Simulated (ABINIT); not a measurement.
The system is Ti.

```
Ti
1.0
    -1.64100    1.64100    1.64100
     1.64100   -1.64100    1.64100
     1.64100    1.64100   -1.64100
Ti
1
Direct
  0.00000 0.00000 0.00000
```

This isn't the form of Ti at room conditions, which is hcp.

Base run:

| Quantity | Value |
| --- | --- |
| Program | ABINIT 10.8.3 (patched build) |
| Functional | PBE |
| Potentials or basis | JTH PAW PBE v2.0 |
| Cutoff | 408 eV |
| k mesh | 9 × 9 × 9 |
| Occupations | fermi-dirac, width 0.05 eV |
| Spin | no spin polarisation |

Its results: band gap on the k mesh none (metal or under the smearing width); pressure -2.2 GPa.

**Question.** The run is repeated on the same cell with these changes: k mesh from 9 × 9 × 9 to 7 × 7 × 7. What comes out?

**Answer.** Band gap on the k mesh none (metal or under the smearing width); pressure -1.4 GPa.

Caveats: some runs use coarse meshes.
